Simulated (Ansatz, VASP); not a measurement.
# Au: VASP beside Ansatz

INCAR

```
PREC = Accurate ; ENCUT = 520
EDIFF = 1E-6 ; ISMEAR = -1
SIGMA = 0.05 ; LREAL = F
LASPH = T ; NELM = 60
ALGO = Normal ; ISIF = 2
LWAVE = F ; LCHARG = F
GGA = PE ; NBANDS = 18
```

The input KPOINTS:

```
regular mesh
0
Gamma
  12 12 12
```

The input POSCAR:

```
Au
1.0
    0.0000000000      2.9529237319      2.9529237319
    2.9529237319      0.0000000000      2.9529237319
    2.9529237319      2.9529237319      0.0000000000
Au
2
Direct
   -0.1250000000     -0.1250000000     -0.1250000000
    0.1250000000      0.1250000000      0.1250000000
```

Input for Ansatz:

```yaml
crystal:
  lattice:
    - [0.0, 2.9529237319, 2.9529237319]
    - [2.9529237319, 0.0, 2.9529237319]
    - [2.9529237319, 2.9529237319, 0.0]
  atoms:
    - { symbol: Au, position: [-0.125, -0.125, -0.125] }
    - { symbol: Au, position: [0.125, 0.125, 0.125] }
kpoints:
  mp_grid: { grid: [12, 12, 12] }
scf:
  occupations: { method: fermi_dirac, width: 0.05 }
hamiltonian:
  xc: pbe
  pseudopotentials: { kind: paw }
output:
  forces: true
  stress: true
  eigenvalues: true
  populations: true
```

Change from the starting cell: volume scaled by 0.88, PAW files.

Alike in both runs: task single point; functional PBE; k mesh 12 × 12 × 12; occupations fermi-dirac, width 0.05 eV; no spin polarisation.

|  | VASP | Ansatz |
| --- | --- | --- |
| version | VASP 6.6.1 | Ansatz 0.2.0 |
| potentials or method | VASP PAW PBE potentials, release 64 (Au) | PAW with Ansatz's default frozen-core files, scalar-relativistic |
| plane-wave cutoff (eV) | 520 | 420 |
| valence electrons in the cell | 22 | 38 |

Ansatz gave:

* pressure (GPa): 9.8

Estimate VASP's values.

pressure (GPa): 9.6.

The two sets of potentials don't hold the same shells in valence.

Spin-orbit coupling is left out, which matters for the levels of Au.
